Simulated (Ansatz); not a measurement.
LaAlO3 under a change: H interstitial (started 1.62 Å from the nearest host atom)

Base system: a 10-atom supercell of LaAlO$_{3}$ (space group R-3c, No. 167; a = 5.412 Å, c = 13.193 Å (hexagonal axes)) at its relaxed geometry.

The change: a neutral H interstitial (started 1.62 Å from the nearest host atom), atoms relaxed at fixed cell, starting from a slightly rattled geometry.

Calculations: PBE (Ansatz, an electronic-structure program; PAW; 420 eV plane waves; scalar-relativistic without spin-orbit coupling), earlier PAW set. k-mesh 6×6×6 (Γ-centred); smearing 0.01 eV (Fermi–Dirac).

```json
{
 "pressure": "7.0 GPa (base 0.0 GPa)",
 "final_site_of_the_added_atom": "1 O at 1.17 Å and 2 La at 2.16 Å (trigonal planar)"
}
```

Final structure:

```
La2Al2HO6
1.0
    2.70622     1.56244     4.39751
   -2.70622     1.56244     4.39751
    0.00000    -3.12488     4.39751
La Al O H
2 2 6 1
Direct
  0.27683   0.25060   0.22177
  0.75783   0.72748   0.74155
  0.01762   0.98963   0.00121
  0.49709   0.51028   0.48093
  0.77069   0.73584   0.25401
  0.26453   0.73976   0.74986
  0.74186   0.24195   0.75638
  0.24552   0.26084   0.72626
  0.75021   0.25734   0.23239
  0.26941   0.76469   0.22910
  0.90589   0.10083   0.59141
```

Other magnetic orders, which the real material may have, were not ruled out. In so small a cell the defect repeats every few ångströms: this is an ordered compound, not a dilute defect. The mesh was chosen for an insulator and is coarse for the gapless case. Starting moments died away, wholly or in part, for H interstitial (started 1.62 Å from the nearest host atom); another magnetic solution may exist. The defect cell is spin-polarised and ends with 0.3 μB, a fractional moment that hangs on the mesh and smearing.
